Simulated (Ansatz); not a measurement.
The system is ZnO.

```xyz
4
Lattice="3.2880 0.0000 0.0000 -1.6440 2.8475 0.0000 0.0000 0.0000 7.1304" Properties=species:S:1:pos:R:3 pbc="T T T"
Zn    0.0000    0.0000    1.7826
Zn    0.0000    0.0000    5.3478
O     1.6440    0.9492    5.3478
O     0.0000    1.8983    1.7826
```

Measurements of this composition are mostly on another form, of space group No. 186.

Base run:

```yaml
Program: Ansatz 0.2.0
Functional: PBE
Potentials_or_basis: Ansatz PAW
Cutoff: "420 eV (not typed: the program's choice for these potentials)"
k_mesh: 9 × 9 × 4
Occupations: fermi-dirac, width 0.05 eV
Spin: no spin polarisation
```

Its results: band gap on the k mesh 0.82 eV, direct; pressure -0.7 GPa.

Task: The run is repeated on the same cell with these changes: functional from PBE to LDA. What comes out?

Result: Band gap on the k mesh 0.75 eV, direct; pressure -8.2 GPa.

LDA binds more tightly than PBE, so the same cell stands under less pressure.

Caveats: the PAW data sets come from PBE, with cores solved anew for the run's functional, which leaves a small shift of forces and pressure (some runs).
